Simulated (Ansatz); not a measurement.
# GeO2, pressure series

Take GeO$_{2}$ (space group P3_121, No. 152; a = 4.989 Å, c = 5.675 Å) as the base.

Cell and atoms are relaxed at each pressure.

Calculations: r2SCAN (Ansatz, a first-principles code; PAW; 500 eV plane waves; without spin-orbit coupling).

| P (GPa) | V (Å³/atom) |
|---|---|
| -2.00 | 14.351 |
| -1.00 | 13.945 |
| 9.00 | 11.518 |
| 18.00 | 10.411 |
| 30.00 | 9.505 |
| 45.00 | 8.768 |
| 60.00 | 8.241 |

A third-order Birch–Murnaghan fit to these points gives V₀ = 13.54 Å³/atom, B₀ = 37 GPa and B₀′ = 4.7. At pressure 60 GPa the volume is 60.9 % of V₀.

Load acts through the strain it causes; cell and atoms are relaxed under it. Whether these cells are dynamically stable was not tested. No other phases were tried under pressure.
